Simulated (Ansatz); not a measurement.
## Straining MoS₂

Computed with DFT PBE+D3(BJ), scalar-relativistic, plane waves, PAW in Ansatz 0.2.0. Settings: 420 eV cutoff, 12×12×4 k-mesh, Gaussian smearing of 0.02 eV, no spin polarisation.

Starting point, cell and atoms relaxed:

```
Mo S
1.0
     3.14929    0.00000    0.00000
    -1.57464    2.72736    0.00000
     0.00000    0.00000   12.09389
Mo S
2 4
Cartesian
  1.5746 0.9091 3.0208
  0.0000 1.8182 9.0730
  0.0000 1.8182 4.5867
  1.5746 0.9091 10.6389
  0.0000 1.8182 1.4550
  1.5746 0.9091 7.5072
```

Deformation: biaxial strain in the a-b plane, with the length and tilt of c and the atoms relaxed, all within the symmetry that the strain leaves. Energies are extrapolated to zero smearing. Gaps are Kohn–Sham gaps over the whole zone.

```tsv
strain (%)	ΔE (meV/atom)	a (Å)	b (Å)	c (Å)	gap (eV)
-3.0	29.2	3.055	3.055	12.218	0.86
-2.0	12.7	3.086	3.086	12.173	0.82
-1.0	3.1	3.118	3.118	12.130	0.79
+0.0	0.0	3.149	3.149	12.094	0.77
+1.0	3.0	3.181	3.181	12.050	0.75
+2.0	11.7	3.212	3.212	12.010	0.67
+3.0	25.9	3.244	3.244	11.971	0.49
```

Q: What stiffness (1/V) d²E/dε² at zero strain does a cubic fit over all points give?

A: A cubic fit gives (1/V) d²E/dε² = 566 GPa at zero strain (twice the biaxial modulus).

Q: How does the free axis c answer a small strain?

A: Between the innermost points its strain is -0.33 times the applied one.

Q: How fast does the gap move with strain on either side?

A: -21 meV per percent on the compressed side and -22 meV per percent on the stretched side; it is indirect at -1.0 %, indirect at zero and indirect at +1.0 %.